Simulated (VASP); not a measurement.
Rh, 1 atom in the cell. It takes space group Fm-3m (No. 225, cubic). The conventional cell has a = 3.805 Å, b = 3.805 Å, c = 3.805 Å, α = 90.00°, β = 90.00°, γ = 90.00°. Rh (site symmetry m-3m) has 12 Rh at 2.69 Å as nearest neighbours. 

```yaml
Program: VASP 6.6.1
Task: relaxation of the atoms
Functional: r2SCAN
Potentials_or_basis: VASP PAW PBE potentials, release 64 (Rh_pv)
Cutoff: 600 eV
k_mesh: 16 × 16 × 16
Occupations: methfessel-paxton, width 0.1 eV
Spin: no spin polarisation
Further_INCAR_settings: ALGO = Normal; EDIFF = 1e-07; IBRION = 2; EDIFFG = -0.01; NSW = 40
```

Potentials or basis: VASP PAW PBE potentials, release 64 (Rh_pv).

Command:

```console
$ cat potpaw_PBE.64/Rh_pv/POTCAR > POTCAR
$ mpirun -np 1 vasp_std > vasp.out
```

Hardware: 1 thread of Intel(R) Xeon(R) 6975P-C (Granite Rapids), with other jobs on the host.

Question: Estimate the wall time of this run.

Answer: It took 40 s on 1 thread of Intel(R) Xeon(R) 6975P-C (Granite Rapids) (shared host), peak memory 0.16 GiB. Counts: scf iterations 17, k points 145, ion steps 1.
